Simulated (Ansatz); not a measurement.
All numbers below come from Ansatz 0.2.0, DFT PBE, scalar-relativistic, plane waves, PAW. Several structures of TiAl₃ were relaxed, and the powder pattern of one of them was computed from 10° to 70° in 2θ (λ = 1.5406 Å; lines under 1 % are left out).

Cu Kα1 powder pattern (kinematic, no thermal factors).
```
2θ (°)  relative intensity
 18.99                  13
 28.65                   1
 32.00                  12
 33.44                  73
 37.47                  65
 38.53                  37
 43.48                 100
 45.88                  61
 46.96                   7
 48.71                   7
 50.08                   3
 50.92                   1
 59.32                   3
 59.47                   2
 61.42                  35
 66.90                  18
 67.75                   2
 69.01                   2
 69.14                   9
```

Question: Which structure gives it?
A.

```cif
data_structure
_symmetry_space_group_name_H-M 'I4/mmm'
_symmetry_Int_Tables_number 139
_cell_length_a 3.8986
_cell_length_b 3.8986
_cell_length_c 16.6677
_cell_angle_alpha 90.000
_cell_angle_beta 90.000
_cell_angle_gamma 90.000
_cell_volume 253.34
loop_
_atom_site_label
_atom_site_type_symbol
_atom_site_symmetry_multiplicity
_atom_site_Wyckoff_symbol
_atom_site_fract_x
_atom_site_fract_y
_atom_site_fract_z
_atom_site_occupancy
Ti1 Ti 4 e 0.00000 0.00000 0.11913 1
Al1 Al 4 c 0.00000 0.50000 0.00000 1
Al2 Al 4 d 0.00000 0.50000 0.25000 1
Al3 Al 4 e 0.00000 0.00000 0.37518 1
```

B.

```cif
data_structure
_symmetry_space_group_name_H-M 'P6_3/mmc'
_symmetry_Int_Tables_number 194
_cell_length_a 5.5766
_cell_length_b 5.5766
_cell_length_c 4.7159
_cell_angle_alpha 90.000
_cell_angle_beta 90.000
_cell_angle_gamma 120.000
_cell_volume 127.01
loop_
_atom_site_label
_atom_site_type_symbol
_atom_site_symmetry_multiplicity
_atom_site_Wyckoff_symbol
_atom_site_fract_x
_atom_site_fract_y
_atom_site_fract_z
_atom_site_occupancy
Ti1 Ti 2 d 0.33333 0.66667 0.75000 1
Al1 Al 6 h 0.83424 0.66849 0.75000 1
```

C.

```cif
data_structure
_symmetry_space_group_name_H-M 'P4/mmm'
_symmetry_Int_Tables_number 123
_cell_length_a 2.7948
_cell_length_b 2.7948
_cell_length_c 9.3393
_cell_angle_alpha 90.000
_cell_angle_beta 90.000
_cell_angle_gamma 90.000
_cell_volume 72.95
loop_
_atom_site_label
_atom_site_type_symbol
_atom_site_symmetry_multiplicity
_atom_site_Wyckoff_symbol
_atom_site_fract_x
_atom_site_fract_y
_atom_site_fract_z
_atom_site_occupancy
Ti1 Ti 1 b 0.00000 0.00000 0.50000 1
Al1 Al 2 h 0.50000 0.50000 0.71515 1
Al2 Al 1 c 0.50000 0.50000 0.00000 1
```

Answer: C. Its strongest line, at 2θ = 43.48°, has d = λ/(2 sin θ) = 2.080 Å and is the (1 0 3) reflection of the conventional P4/mmm cell with a = 2.795 Å, c = 9.339 Å. The others have their strongest lines at 39.1° (A); 42.0° (B).

The cells needn't be stable.
